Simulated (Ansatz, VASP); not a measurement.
**Two plane-wave programs on BaS**

```xyz
2
Lattice="0.0000 3.3438 3.1668 3.3438 0.0000 3.1668 3.3438 3.3438 0.0000" Properties=species:S:1:pos:R:3 pbc="T T T"
Ba    0.0000    0.0000    0.0000
S     3.3438    3.3438    3.1668
```

Change from the starting cell: epitaxial_xy strain +4.1%.

Alike in both runs: task single point; functional PBE; k mesh 8 × 8 × 8; occupations fermi-dirac, width 0.02 eV; no spin polarisation.

|  | VASP | Ansatz |
| --- | --- | --- |
| version | VASP 6.6.1 | Ansatz 0.2.0 |
| potentials or method | VASP PAW PBE potentials, release 64 (Ba_sv, S) | plane waves, PAW |
| plane-wave cutoff (eV) | 520 | 420 |
| valence electrons in the cell | 16 | 16 |

```csv
,VASP,Ansatz,Ansatz less VASP
gap on the k mesh at the Fermi level (eV),2.10,2.19,+0.092
pressure (GPa),-1.6,-2.0,-0.45
largest component of the traceless stress (GPa),2.27,2.04,-0.236
```

Caveats: spin-orbit coupling is left out, which moves the levels of the heavy elements. A k mesh can miss the band edges.
